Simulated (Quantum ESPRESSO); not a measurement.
## Cs: phonons at points of the zone under several settings

```xyz
1
Lattice="-3.1285 3.1285 3.1285 3.1285 -3.1285 3.1285 3.1285 3.1285 -3.1285" Properties=species:S:1:pos:R:3 pbc="T T T"
Cs    0.0000    0.0000    0.0000
```

All runs used Quantum ESPRESSO 7.5; potentials GBRV 1.5 PBE; k mesh 6 × 6 × 6; relaxed cell; no spin polarisation; cutoff 612 eV; occupations cold, width 0.2 eV.

```csv
level,point,frequencies (cm⁻¹)
PBE,"H (0.500, -0.500, 0.500)",33 33 33
PBE,"N (0.000, 0.000, 0.500)",6 21 35
PBE,"P (0.250, 0.250, 0.250)",?
```

Problem. What stands in the row left open?

Solution. Frequencies 35 35 35 cm⁻¹.

Caveats: the q point doesn't lie on the k mesh, which can shift a metal's frequencies strongly unless the mesh is converged (some runs).

For the row left open. Caveat: the q point doesn't lie on the k mesh, which can shift a metal's frequencies strongly unless the mesh is converged.
